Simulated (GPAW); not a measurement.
A run of GPAW 26.7.0 is set up as follows.

Contents of run.py:

```python
from ase import Atoms
from ase.dft.bandgap import bandgap
from ase.io import write
from gpaw import GPAW, PW

atoms = Atoms(['N', 'N', 'N', 'N', 'B', 'B', 'B', 'B'],
              cell=[[4.880089, 0.0, 0.0],
                    [0.0, 2.591464, 0.0],
                    [0.0, 0.0, 4.292049]],
              scaled_positions=[[0.32113, 0.75, 0.106486],
                                [0.67887, 0.25, 0.893514],
                                [0.17887, 0.25, 0.606486],
                                [0.82113, 0.75, 0.393514],
                                [0.340413, 0.25, 0.907096],
                                [0.159587, 0.75, 0.407096],
                                [0.840413, 0.25, 0.592904],
                                [0.659587, 0.75, 0.092904]],
              pbc=True)

calc = GPAW(mode=PW(800),
            xc='TB09',
            kpts={'size': (4, 8, 4), 'gamma': True},
            occupations={'name': 'fermi-dirac', 'width': 0.05},
            nbands=32,
            convergence={'density': 1e-05, 'energy': 1e-05},
            eigensolver='cg',
            maxiter=150,
            txt='gpaw.txt')
atoms.calc = calc
energy = atoms.get_potential_energy()
calc.write('gs.gpw')
write('result.traj', atoms)
print('Fermi level:', round(calc.get_fermi_level(), 4), 'eV')
print(f'Gap: {bandgap(calc)[0]:.4f} eV, direct: {bandgap(calc, direct=True)[0]:.4f} eV')
```

Potentials or basis: GPAW PAW data sets for LDA (gpaw-data 1.2.1), pw.

Run with:

```sh
$ OMP_NUM_THREADS=1 python run.py
```

(1) Estimate the band gap on the k mesh.

Answers

(1) 7.26 eV, indirect (least direct gap 7.72 eV).

Caveat: a model potential gives levels but no total energy.
